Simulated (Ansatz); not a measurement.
Starting structure of a cell relaxation (symmetry kept):

```
Mo P
1.0
     3.22300    0.00000    0.00000
    -1.61150    2.79120    0.00000
     0.00000    0.00000    3.19100
Mo P
1 1
Direct
  0.00000 0.00000 0.00000
  0.33333 0.66667 0.50000
```

Theory: DFT r2SCAN, scalar-relativistic, plane waves, PAW (Ansatz).

Cutoff 500 eV; k points 18×18×14 on the computed 2-atom cell (Γ-centred); Gaussian smearing, width 0.10 eV; no spin polarisation.

Task: What does it relax to?

Result: The volume increases by 0.06 Å³/atom to 14.42 Å³/atom, and the energy falls by 0.5 meV/atom. Final structure:
```
Mo P
1.0
     3.23486    0.00000    0.00000
    -1.61743    2.80147    0.00000
     0.00000    0.00000    3.18180
Mo P
1 1
Direct
  0.00000 0.00000 0.00000
  0.33333 0.66667 0.50000
```

Cost: 1 run of about 2 core-minutes, on Intel Xeon Platinum 8259CL (Skylake/Cascade Lake) (shared hosts).